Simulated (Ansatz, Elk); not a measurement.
# Ni3GeH: X-ray structure factors from the self-consistent density

Structure refinements treat a crystal as free atoms side by side. For a made-up structure of Ni3GeH (cell and positions from a PBEsol relaxation) the runs below show what the calculated density changes in F(hkl).

Main program and level: Elk 11.2.3 (patched build); DFT, PBE, all-electron APW+lo, Dirac cores, scalar-relativistic bands, static density, no spin.

The structure was built from a prototype and need not be the compound's stable phase.

### 1. Starting point

It takes space group Pm-3m (No. 221, cubic). The conventional cell has a = 3.586 Å, b = 3.586 Å, c = 3.586 Å, α = 90.00°, β = 90.00°, γ = 90.00°. Nearest to Ge lie 12 Ni at 2.54 Å. Nearest to Ni lie 2 H at 1.79 Å and 8 Ni at 2.54 Å and 4 Ge at 2.54 Å. Nearest to H lie 6 Ni at 1.79 Å. Farther neighbours are not listed.

### 2. Ground state and structure factors

An all-electron density is needed, since X-rays see the cores too. Task 0 finds the density and task 195 Fourier-transforms it; tshift is off so that phases refer to the origin typed.

Contents of elk.in:

```
tasks
  0
  195

xctype
  20

spinpol
  .false.

rgkmax
  7.0

gmaxvr
  14.0

lmaxo
  7

lmaxapw
  8

swidth
  0.002

tshift
  .false.

ramdisk
  .false.

hmaxvr
  5.5

maxscl
  120

epspot
  1e-06

sppath
  './'

avec
  6.77705266006 -0.00000000000 -0.00000000000
  -0.00000000000 6.77705266006 0.00000000000
  -0.00000000000 0.00000000000 6.77705266006

atoms
  3
  'Ge.in'
  1
  0.5000000000 0.5000000000 0.5000000000   0.000000 0.000000 0.000000
  'Ni.in'
  3
  0.0000000000 0.0000000000 0.5000000000   0.000000 0.000000 0.000000
  0.0000000000 0.5000000000 -0.0000000000   0.000000 0.000000 0.000000
  0.5000000000 -0.0000000000 -0.0000000000   0.000000 0.000000 0.000000
  'H.in'
  1
  -0.0000000000 0.0000000000 0.0000000000   0.000000 0.000000 0.000000

ngridk
  6 6 6
```

On the command line:

```
$ OMP_NUM_THREADS=4 elk
```

Numbers of over 12 decimals in the logs are rounded to 6 here.

The program printed:

```text
┌─────────────────────────┐
│ Elk code version 11.2.3 │
└─────────────────────────┘

All units are atomic (Hartree, Bohr, etc.)

┌─────────────────────────────────────────────────┐
│ Ground-state run starting from atomic densities │
└─────────────────────────────────────────────────┘

Lattice vectors :
   6.777052660      -0.000000000      -0.000000000
  -0.000000000       6.777052660       0.000000000
  -0.000000000       0.000000000       6.777052660

Reciprocal lattice vectors :
  0.9271265286       0.000000000       0.000000000
   0.000000000      0.9271265286       0.000000000
   0.000000000       0.000000000      0.9271265286

Unit cell volume      :    311.2594752
Brillouin zone volume :   0.7969242167

Muffin-tin inner radius fraction :   0.1000000000E-01

Nuclei treated as point charges

Species : 1 (Ge)
 parameters loaded from : Ge.in
 name : germanium
 nuclear charge    :   -32.00000000
 electronic charge :    32.00000000
 atomic mass :    132414.6196
 muffin-tin radius :    2.400000000
 number of radial points in muffin-tin :    993
 inner part over the whole radius :   0.9906635991E-02
 number on inner part of muffin-tin    :    702
 approximate nuclear radius :   0.7637961215E-04
 number of mesh points to nuclear radius :    340
 atomic positions (lattice), magnetic fields (Cartesian) :
  1 :   0.50000000  0.50000000  0.50000000    0.00000000  0.00000000  0.00000000

Species : 2 (Ni)
 parameters loaded from : Ni.in
 name : nickel
 nuclear charge    :   -28.00000000
 electronic charge :    28.00000000
 atomic mass :    106991.5231
 muffin-tin radius :    2.108542945
 number of radial points in muffin-tin :    993
 inner part over the whole radius :   0.9856502547E-02
 number on inner part of muffin-tin    :    698
 approximate nuclear radius :   0.7325707712E-04
 number of mesh points to nuclear radius :    337
 atomic positions (lattice), magnetic fields (Cartesian) :
  1 :   0.00000000  0.00000000  0.50000000    0.00000000  0.00000000  0.00000000
  2 :   0.00000000  0.50000000  0.00000000    0.00000000  0.00000000  0.00000000
  3 :   0.50000000  0.00000000  0.00000000    0.00000000  0.00000000  0.00000000

Species : 3 (H)
 parameters loaded from : H.in
 name : hydrogen
 nuclear charge    :   -1.000000000
 electronic charge :    1.000000000
 atomic mass :    1837.362221
 muffin-tin radius :    1.229983385
 number of radial points in muffin-tin :    393
 inner part over the whole radius :   0.9808820591E-02
 number on inner part of muffin-tin    :    257
 approximate nuclear radius :   0.2766748019E-04
 number of mesh points to nuclear radius :     78
 atomic positions (lattice), magnetic fields (Cartesian) :
  1 :   0.00000000  0.00000000  0.00000000    0.00000000  0.00000000  0.00000000

Total number of atoms per unit cell :    5
Total muffin-tin volume :    183.5035363
 ratio of muffin-tin to unit cell volume :   0.5895516473

Spin treatment :
 spin-unpolarised

Number of Bravais lattice symmetries :   48
Number of crystal symmetries         :   48
Crystal has inversion symmetry
Real symmetric eigensolver will be used

k-point grid :      6     6     6
k-point offset :    0.000000000       0.000000000       0.000000000
k-point set is reduced with full crystal symmetry group
Total number of k-points :       20

Muffin-tin radius times maximum |G+k| :    7.000000000
 using average radius
Maximum |G+k| for APW functions       :    3.515604990
Maximum (1/2)|G+k|²                   :    6.179739222
Maximum |G| for potential and density :    14.00000000
Constant for pseudocharge density :    8
 order of it for each species :   15  15  15
 order of it for pair densities of each species (exact exchange by exxq0 0: 16) :   14  11   3
Radial integration step length :    1

G-vector grid sizes :     32    32    32
Number of G-vectors :    14411

Maximum angular momentum used for
 APW functions            :    8
 outer part of muffin-tin :    7
 inner part of muffin-tin :    2

Total nuclear charge    :   -117.0000000
[...]
from k-point 8 to k-point 15
Estimated direct band gap   :   0.3957127777E-01
 at k-point 14

Charges :
 core                        :    54.00000000
 valence                     :    63.00000000
 interstitial                :    5.158594323
 muffin-tins (core leakage)
  species : 1 (Ge)
   atom 1                    :    30.24432448     (  0.3640673755E-03)
  species : 2 (Ni)
   atom 1                    :    26.95314537     (  0.1313680304E-02)
[...]
species : 3 (H)
   atom 1                    :   0.7376450776     (   0.000000000    )
 total in muffin-tins        :    111.8414057
 total calculated charge     :    116.9949543
 total charge                :    117.0000000
 error                       :   0.5045708973E-02

RMS change in Kohn-Sham potential (target) :    72.47396046     (  0.1000000000E-05)
Absolute change in total energy (target)   :    3.870904682     (  0.1000000000E-03)

[... loops 3 to 21 left out ...]

┌──────────────────┐
│ Loop number : 22 │
└──────────────────┘

Energies :
 Fermi                       :     0.380963
 sum of occupied eigenvalues :     -3816.6267374381
 electron kinetic            :      6779.5263118352
 core electron kinetic       :      6145.8686338335
 Coulomb                     :     -13170.553510759
 Coulomb potential           :     -10243.710716009
 nuclear-nuclear             :     -1145.1004529856
 electron-nuclear            :     -13846.330831780
 Hartree                     :      1820.8777740070
 Madelung                    :     -8048.6981527545
 xc potential                :     -352.44233326470
 exchange                    :     -265.50210238386
 correlation                 :     -5.675090
 electron entropic           :    -0.99660961444228E-03
 total energy                :     -6662.2053883541

Density of states at Fermi energy :    74.71728873
 (states/Hartree/unit cell)

Estimated indirect band gap :   0.2503606291E-02
 from k-point 14 to k-point 8
Estimated direct band gap   :   0.2176898083E-01
 at k-point 2

Charges :
 core                        :    54.00000000
 valence                     :    63.00000000
 interstitial                :    5.355982167
 muffin-tins (core leakage)
  species : 1 (Ge)
[...]
species : 2 (Ni)
[...]
species : 3 (H)
   atom 1                    :   0.6997365825     (   0.000000000    )
 total in muffin-tins        :    111.6440178
 total calculated charge     :    116.9949742
 total charge                :    117.0000000
 error                       :   0.5025794597E-02

RMS change in Kohn-Sham potential (target) :   0.7022781377E-06 (  0.1000000000E-05)
Absolute change in total energy (target)   :   0.5938827599E-06 (  0.1000000000E-03)

Convergence targets achieved

┌──────────────────┐
│ Loop number : 23 │
└──────────────────┘

Energies :
 Fermi                       :     0.380963
 sum of occupied eigenvalues :     -3816.6267369733
 electron kinetic            :      6779.5263117452
 core electron kinetic       :      6145.8686339856
 Coulomb                     :     -13170.553510088
 Coulomb potential           :     -10243.710715935
 nuclear-nuclear             :     -1145.1004529856
 electron-nuclear            :     -13846.330830511
 Hartree                     :      1820.8777734088
 Madelung                    :     -8048.6981521207
 xc potential                :     -352.44233278384
 exchange                    :     -265.50210234465
 correlation                 :     -5.675090
 electron entropic           :    -0.99660962840887E-03
 total energy                :     -6662.2053877341

Density of states at Fermi energy :    74.71729006
 (states/Hartree/unit cell)

Estimated indirect band gap :   0.2503606309E-02
 from k-point 14 to k-point 8
Estimated direct band gap   :   0.2176898033E-01
 at k-point 2

Charges :
 core                        :    54.00000000
 valence                     :    63.00000000
 interstitial                :    5.355982176
 muffin-tins (core leakage)
  species : 1 (Ge)
[...]
species : 2 (Ni)
   atom 1                    :    26.74470505     (  0.1325441692E-02)
   atom 2                    :    26.74470505     (  0.1325441692E-02)
   atom 3                    :    26.74470505     (  0.1325441692E-02)
  species : 3 (H)
   atom 1                    :   0.6997365832     (   0.000000000    )
 total in muffin-tins        :    111.6440178
 total calculated charge     :    116.9949742
 total charge                :    117.0000000
 error                       :   0.5025794600E-02

┌──────────────────────────────┐
│ Self-consistent loop stopped │
└──────────────────────────────┘

Warning : core states of species 1 leak from the muffin-tin :   0.3397289807E-03

Warning : core states of species 2 leak from the muffin-tin :   0.1325441692E-02

Wrote STATE.OUT
```

Run time: 24 s. Hardware: 4 threads of Arm Neoverse V1, shared host; peak memory 0.16 GiB; 74 s of CPU time.

SFACRHO.OUT:

```text

h k l indices transformed by vhmat matrix:
   1.000000000       0.000000000       0.000000000    
   0.000000000       1.000000000       0.000000000    
   0.000000000       0.000000000       1.000000000    

      h      k      l  multipl.   |H|            Re(F)            Im(F)           |F|

      0      0      0      1   0.0000000       117.00000     -0.40246582E-17   117.00000    
     -1      0      0      6  0.92712653      -2.6884263     -0.61083295E-14   2.6884263    
      0     -1      1     12   1.3111549       3.8053424      0.10584052E-15   3.8053424    
     -1     -1      1      8   1.6058303      -85.476331     -0.54420177E-14   85.476331    
     -2      0      0      6   1.8542531       80.937783      0.10306006E-13   80.937783    
      1      0      2     24   2.0731179      -3.1547981      0.57451458E-14   3.1547981    
      1      1      2     24   2.2709869       3.6970933     -0.10247724E-13   3.6970933    
      0     -2      2     12   2.6223098       66.395109      0.18000785E-15   66.395109    
     -1     -2      2     24   2.7813796      -3.3200714     -0.41319741E-14   3.3200714    
      0     -3      0      6   2.7813796      -3.3403639     -0.12342430E-13   3.3403639    
     -3      0      1     24   2.9318315       3.4943228      0.78943971E-15   3.4943228    
     -3     -1     -1     24   3.0749308      -58.713602     -0.19030345E-13   58.713602    
      2     -2      2      8   3.2116605       56.798910     -0.73433354E-14   56.798910    
      2      3      0     24   3.3428022      -3.1911259      0.11457901E-13   3.1911259    
     -1      2      3     48   3.4689898       3.2516083     -0.76392727E-14   3.2516083    
      0      4      0      6   3.7085061       50.002980     -0.13004543E-13   50.002980    
     -2      2      3     24   3.8226406      -2.9254743      0.94387769E-14   2.9254743    
      4      0      1     24   3.8226406      -2.9003695      0.45969807E-14   2.9003695
```

Elk indexes on the primitive cell of elk.in and gives |H| = 4π sin θ/λ in inverse bohr. Below, one row stands for each form hkl of the conventional cell (m members, Friedel mates merged), F is for one primitive cell and the density is static (no thermal factor). Free-atom factors are Waasmaier and Kirfel's, and R is Σm||F|−|F'||/Σm|F|.

```csv
hkl,m,sin θ/λ (Å⁻¹),"abs F, DFT",neutral atoms,diff.
100,6,0.139,2.688,2.888,-0.200
110,12,0.197,3.805,3.901,-0.095
111,8,0.241,85.476,85.804,-0.328
200,6,0.279,80.938,81.364,-0.426
210,24,0.312,3.155,3.230,-0.075
211,24,0.342,3.697,3.671,+0.026
220,12,0.394,66.395,66.540,-0.145
221,24,0.418,3.320,3.328,-0.008
300,6,0.418,3.340,3.328,+0.012
310,24,0.441,3.494,3.509,-0.015
311,24,0.462,58.714,58.781,-0.068
222,8,0.483,56.799,56.858,-0.059
320,24,0.503,3.191,3.185,+0.006
321,48,0.522,3.252,3.255,-0.003
400,6,0.558,50.003,49.974,+0.029
322,24,0.575,2.925,2.940,-0.015
410,24,0.575,2.900,2.940,-0.040
411,24,0.592,2.927,2.955,-0.029
```

### 3. The highest occupied states alone

An energy window below the Fermi level keeps the highest occupied states, to see at which angles they scatter; shallow core shells can lie inside it and anion s states outside. No new self-consistency is needed.

Edit elk.in of step 2 so:

```diff
@@ -1,3 +1,2 @@
 tasks
-  0
   195
@@ -40,2 +39,5 @@
 
+wsfac
+  -0.060030 0.680960
+
 sppath
```

On the command line:

```
$ OMP_NUM_THREADS=4 elk
```

The program printed:

```text
┌─────────────────────────────────┐
│ Elk code version 11.2.3 started │
└─────────────────────────────────┘

Info(readinput): the functional depends on the density's gradient
 muffin-tin radial points multiplied by    2.00000
 (not where nrmtscf is given)

┌────────────────────┐
│ Current task : 195 │
└────────────────────┘
Info(checkmt): changed muffin-tin radius of species 2 (Ni) from   2.4000 to   2.1085
Info(checkmt): changed muffin-tin radius of species 3 (H) from   1.4000 to   1.2300

Info(sfacrho): density structure factors written to SFACRHO.OUT

 Energy window :  -0.6003000000E-01  0.6809600000

┌──────────────────┐
│ Elk code stopped │
└──────────────────┘
```

Run time: 5.5 s. Hardware: 4 threads; peak memory 0.16 GiB; 7.5 s of CPU time.

States within 12 eV below the Fermi level hold 34.69 electrons; any levels below the window count with the cores, and a count that is not whole means the window cuts a band. Their amplitudes can exceed the total, where window and core parts have opposite phase:

| hkl | sin θ/λ (Å⁻¹) | abs F, window | abs F, all |
| --- | --- | --- | --- |
| 100 | 0.139 | 6.639 | 2.688 |
| 110 | 0.197 | 4.933 | 3.805 |
| 111 | 0.241 | 14.454 | 85.476 |
| 200 | 0.279 | 12.898 | 80.938 |
| 210 | 0.312 | 4.086 | 3.155 |
| 211 | 0.342 | 3.159 | 3.697 |
| 220 | 0.394 | 8.006 | 66.395 |
| 221 | 0.418 | 2.519 | 3.320 |
| 300 | 0.418 | 2.497 | 3.340 |
| 310 | 0.441 | 2.061 | 3.494 |

### 4. Another functional

The difference from free atoms is small, so it is set against the change that PBEsol makes.

Edit elk.in of step 3 so:

```diff
@@ -1,2 +1,3 @@
 tasks
+  0
   195
@@ -4,3 +5,3 @@
 xctype
-  20
+  22
 
@@ -39,5 +40,2 @@
 
-wsfac
-  -0.060030 0.680960
-
 sppath
```

On the command line:

```
$ OMP_NUM_THREADS=4 elk
```

The program printed:

```text
┌─────────────────────────┐
│ Elk code version 11.2.3 │
└─────────────────────────┘

All units are atomic (Hartree, Bohr, etc.)

┌─────────────────────────────────────────────────┐
│ Ground-state run starting from atomic densities │
└─────────────────────────────────────────────────┘

Lattice vectors :
   6.777052660      -0.000000000      -0.000000000
  -0.000000000       6.777052660       0.000000000
  -0.000000000       0.000000000       6.777052660

Reciprocal lattice vectors :
  0.9271265286       0.000000000       0.000000000
[...]
atom 3                    :    26.74430486     (  0.1351694362E-02)
  species : 3 (H)
   atom 1                    :   0.6900930746     (   0.000000000    )
 total in muffin-tins        :    111.6336386
 total calculated charge     :    116.9948973
 total charge                :    117.0000000
 error                       :   0.5102687336E-02

┌──────────────────────────────┐
│ Self-consistent loop stopped │
└──────────────────────────────┘

Warning : core states of species 1 leak from the muffin-tin :   0.3449090918E-03

Warning : core states of species 2 leak from the muffin-tin :   0.1351694362E-02

Wrote STATE.OUT
[key lines of the parts left out:]
total energy                :     -6656.8594913970
```

Wall time 24 s (4 threads); peak memory 0.16 GiB; 74 s of CPU time.

Against the first run R = 0.04 %; the largest change is -0.041 at 200.

### 5. A coarser k-mesh

About half the k-points along each axis test the sampling.

Edit elk.in of step 4 so:

```diff
@@ -5,3 +5,3 @@
 xctype
-  22
+  20
 
@@ -63,2 +63,2 @@
 ngridk
-  6 6 6
+  3 3 3
```

On the command line:

```
$ OMP_NUM_THREADS=4 elk
```

The program printed:

```text
┌─────────────────────────┐
│ Elk code version 11.2.3 │
└─────────────────────────┘

All units are atomic (Hartree, Bohr, etc.)

┌─────────────────────────────────────────────────┐
│ Ground-state run starting from atomic densities │
└─────────────────────────────────────────────────┘

Lattice vectors :
   6.777052660      -0.000000000      -0.000000000
  -0.000000000       6.777052660       0.000000000
  -0.000000000       0.000000000       6.777052660

Reciprocal lattice vectors :
  0.9271265286       0.000000000       0.000000000
[...]
atom 3                    :    26.74154163     (  0.1324498049E-02)
  species : 3 (H)
   atom 1                    :   0.7011308478     (   0.000000000    )
 total in muffin-tins        :    111.6399070
 total calculated charge     :    116.9949087
 total charge                :    117.0000000
 error                       :   0.5091314830E-02

┌──────────────────────────────┐
│ Self-consistent loop stopped │
└──────────────────────────────┘

Warning : core states of species 1 leak from the muffin-tin :   0.3398572142E-03

Warning : core states of species 2 leak from the muffin-tin :   0.1324498049E-02

Wrote STATE.OUT
[key lines of the parts left out:]
total energy                :     -6662.2053598564
```

Run time: 13 s. Hardware: 4 threads; peak memory 0.16 GiB.

Against the first run R = 0.02 %; the largest change is +0.011 at 500.

### 6. Settings against the effect

```csv
run,R against the first run (%),"R against neutral atoms, low angle (%)",wall time
"PBE, rgkmax 7",0.00,0.61,24 s
PBEsol,0.04,0.64,24 s
k-mesh 3×3×3,0.02,0.61,13 s
```

### 7. Results

| Quantity | Value |
| --- | --- |
| R against neutral atoms, sin θ/λ < 0.3 Å⁻¹ | 0.61 % |
| R against neutral atoms, 0.3 to 0.82 Å⁻¹ | 0.27 % |

In words: Independent neutral atoms miss the calculated amplitudes by R = 0.61 % below 0.3 Å⁻¹ and 0.27 % from there to 0.82 Å⁻¹; by shells, 7.42 % below 0.15 Å⁻¹ (1 form), 0.52 % 0.15 to 0.3 (3 forms), 0.42 % 0.3 to 0.45 (6 forms), 0.25 % above 0.45 (29 forms). Bonding, aspherical density and the tables' own atoms all enter these figures, and the runs don't part them. The largest change of an amplitude is -0.43 electrons, at 200. The window's part falls from 34.7 electrons at the origin to at most 5.75 between 0.45 and 0.82 Å⁻¹, where compact states inside the window still scatter. Below 0.3 Å⁻¹ the changes that finished (PBEsol and k-mesh 3×3×3) move F by R = 0.04 % at most, against the 0.61 % that separates it from free atoms. The basis has no finished test. These runs have no spin, though d or f shells may be open. Part of the difference isn't bonding: the tables are fits to free atoms and ions calculated by other methods than this functional. Thermal motion, anomalous dispersion and extinction are left out.

[Logs are printed without paths, hosts, clocks, repeated set-up lines and the standing remarks that a program may print on its own settings, such as how far it seeks lower states.]

[Hosts, paths, dates, database ids (printed as entryN), source tags and the programs' standing remarks are cut or masked in the printed files.]
